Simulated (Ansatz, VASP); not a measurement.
## Ta: VASP beside Ansatz

```xyz
1
Lattice="-1.6359 1.6359 1.6359 1.6359 -1.6359 1.6359 1.6359 1.6359 -1.6359" Properties=species:S:1:pos:R:3 pbc="T T T"
Ta    0.0000    0.0000    0.0000
```

Alike in both runs: functional PBEsol; k mesh 24 × 24 × 24; occupations fermi-dirac, width 0.1 eV; no spin polarisation.

Ansatz relaxed the structure, and its values are those at the end. VASP's run is a single point on that final structure, the one shown.

|  | VASP | Ansatz |
| --- | --- | --- |
| version | VASP 6.6.1 | Ansatz 0.2.0 |
| potentials or method | VASP PAW PBE potentials, release 64 (Ta_pv) | PAW with Ansatz's default frozen-core files, scalar-relativistic |
| plane-wave cutoff (eV) | 520 | 420 |
| valence electrons in the cell | 11 | 13 |

VASP gave:

* pressure (GPa): 2.2

Question: Estimate Ansatz's values.

Answer: Pressure (GPa): 2.0.

The two sets of potentials don't hold the same shells in valence.

Caveats: the PAW data sets were made with another functional, which shifts forces and pressure a little (VASP). Spin-orbit coupling is left out, which matters for the levels of Ta.
